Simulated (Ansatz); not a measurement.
**CdTe: excitons and shallow donors from band masses and screening**

The calculation used Ansatz, DFT PBE, scalar-relativistic, plane waves, PAW.

Settings: cutoff 420 eV, Γ-centred mesh 10×10×10 on the computed 2-atom cell, Gaussian smearing of 0.02 eV; no spin polarisation.

Relaxed cell: F-43m, a = 6.617 Å, b = 6.617 Å, c = 6.617 Å, α = 90.00°, β = 90.00°, γ = 90.00°, 2 atoms in the primitive cell.

The calculation gives a Kohn–Sham gap of 0.59 eV, an electron mass of 0.0547 mₑ and a hole mass of 0.14 mₑ (harmonic means over x, y, z and over the bands degenerate at each edge), and ε∞ = 9.51 (independent particles, mean of the diagonal).

Q: Estimate the binding energy and radius of a Wannier–Mott exciton and of a shallow donor, and say whether the hydrogenic model can hold.

A: The reduced mass is μ = mₙmₕ/(mₙ + mₕ) = 0.0393 mₑ, with mₙ and mₕ the band masses. With E_b = 13.606 eV × μ/ε² and a = 0.529 Å × ε/μ (μ in mₑ) the exciton has E_b = 5.9 meV and a = 128 Å. For a donor μ is the electron mass: 8.2 meV and 92 Å. The exciton's radius is 27 times the shortest lattice vector (4.68 Å), so the continuum picture is reasonable. In a polar crystal the ions screen too, so a state bound more weakly than an optical phonon feels the larger static constant, which lowers the energy and widens the orbit. The other way, the small Kohn–Sham gap and the missing local fields make ε∞ too large and the masses tend to be too light, which underbinds.

Spin-orbit coupling is left out, which matters for the bands of heavy elements.